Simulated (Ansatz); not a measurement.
Crystal: Al.

```
Al
1.0
     0.00000    2.02481    2.02481
     2.02481    0.00000    2.02481
     2.02481    2.02481    0.00000
Al
1
Direct
  0.00000 0.00000 0.00000
```

| Quantity | Value |
| --- | --- |
| Program | Ansatz 0.2.0 |
| Task | relaxation of cell and atoms |
| Functional | PBEsol |
| Dispersion | D3(BJ) |
| Potentials or basis | Ansatz PAW |
| Cutoff | 420 eV (not typed: the program's choice for these potentials) |
| k mesh | 11 × 11 × 11 |
| Occupations | fermi-dirac, width 0.05 eV |
| Spin | no spin polarisation |

At the start: volume 16.60 Å³/atom.

Question: How do energy, volume and symmetry change on relaxing?

Answer: It ends after 5 steps and the volume is 15.59 Å³/atom (-6.1 %); space group Fm-3m (No. 225, to 0.05 Å).

Step by step:
| step | energy change (eV) | largest force (eV/Å) | volume (Å³) |
| --- | --- | --- | --- |
| 1 | 0.0000 | 0.0000 | 16.60 |
| 2 | -0.0165 | 0.0000 | 15.39 |
| 3 | -0.0171 | 0.0000 | 15.61 |
| 4 | -0.0172 | 0.0000 | 15.59 |
| 5 | -0.0169 | 0.0000 | 15.59 |

Final structure:
```
CELL_PARAMETERS angstrom
0.00000 1.98292 1.98292
1.98292 0.00000 1.98292
1.98292 1.98292 0.00000
ATOMIC_POSITIONS crystal
Al 0.00000 0.00000 0.00000
```

The cell as given is a measured one (16.60 Å³/atom); PBEsol+D3(BJ) puts the equilibrium volume -6.1 % from it, thermal expansion not counted.

Caveat: the plane-wave basis is chosen anew once the cell has moved, so the energies of steps on either side of that aren't comparable; pairwise dispersion overbinds metals, which lowers pressure and volume; the PAW data sets come from PBE, with cores solved anew for the run's functional, which leaves a small shift of forces and pressure.
